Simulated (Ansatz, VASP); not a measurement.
**Two plane-wave programs on Cs**

The input INCAR:

```
ALGO     = Fast           # electronic algorithm
EDIFF    = 1E-6           # SCF threshold, eV
ENCUT    = 520            # plane-wave cutoff, eV
GGA      = PS             # functional
ISIF     = 2              # what is computed and relaxed
ISMEAR   = 0              # smearing method
LASPH    = T              # aspherical terms in the spheres
LCHARG   = F              # write CHGCAR
LREAL    = F              # projectors in reciprocal space
LWAVE    = F              # write WAVECAR
NBANDS   = 10             # bands
NELM     = 100            # most SCF steps
PREC     = Accurate       # precision mode
SIGMA    = 0.1            # smearing width, eV
```

Contents of KPOINTS:

```
k-points
0
Gamma
  10 10 10
```

POSCAR

```
Cs
1.0
   -2.9121656318      2.9121656318      2.9121656318
    2.9121656318     -2.9121656318      2.9121656318
    2.9121656318      2.9121656318     -2.9121656318
Cs
1
Direct
    0.0000000000      0.0000000000      0.0000000000
```

Input for Ansatz:

```yaml
crystal:
  lattice:
    - [-2.9121656318, 2.9121656318, 2.9121656318]
    - [2.9121656318, -2.9121656318, 2.9121656318]
    - [2.9121656318, 2.9121656318, -2.9121656318]
  atoms:
    - { symbol: Cs, position: [0.0, 0.0, 0.0] }
basis:
  ecutwfc: 420
kpoints:
  mp_grid: { grid: [10, 10, 10] }
hamiltonian:
  xc: pbesol
scf:
  occupations: { method: gaussian, width: 0.1 }
output:
  forces: true
  stress: true
  eigenvalues: true
```

Alike in both runs: task single point; functional PBEsol; k mesh 10 × 10 × 10; occupations gaussian, width 0.1 eV; no spin polarisation.

|  | VASP | Ansatz |
| --- | --- | --- |
| version | VASP 6.6.1 | Ansatz 0.2.0 |
| potentials or method | VASP PAW PBE potentials, release 64 (Cs_sv) | scalar-relativistic, plane waves, PAW |
| plane-wave cutoff (eV) | 520 | 420 |
| valence electrons in the cell | 9 | 9 |

|  | VASP | Ansatz | Ansatz less VASP |
| --- | --- | --- | --- |
| gap on the k mesh at the Fermi level (eV) | none | none | - |
| pressure (GPa) | 0.2 | 0.2 | +0.01 |

A gap of «none» marks a metal or a gap that the smearing closes. With one functional, cell and mesh, what is left measures potentials, basis and numerics.

Caveats: the PAW data sets were made with another functional, which shifts forces and pressure a little (VASP). The runs have no spin-orbit coupling, so splittings on Cs are missing.
